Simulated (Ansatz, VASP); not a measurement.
Os in VASP and in Ansatz

```
Os
1.0
     0.00000    1.90192    1.90192
     1.90192    0.00000    1.90192
     1.90192    1.90192    0.00000
Os
1
Direct
  0.00000 0.00000 0.00000
```

Alike in both runs: task single point; functional LDA; k mesh 14 × 14 × 14; occupations fermi-dirac, width 0.1 eV; non-collinear spin, spin-orbit coupling.

```csv
,VASP,Ansatz
version,VASP 6.6.1,Ansatz 0.2.0
potentials or method,"VASP PAW LDA potentials, release 64 (Os)","plane waves (420 eV) with PAW, fully relativistic with spin-orbit coupling"
plane-wave cutoff (eV),520,420
valence electrons in the cell,8,16
```

|  | VASP | Ansatz | Ansatz less VASP |
| --- | --- | --- | --- |
| net moment per atom (μB) | 0.00 | 0.00 | 0.000 |

The two sets of potentials don't hold the same shells in valence. Ansatz warned: «pseudo_functional_mismatch».
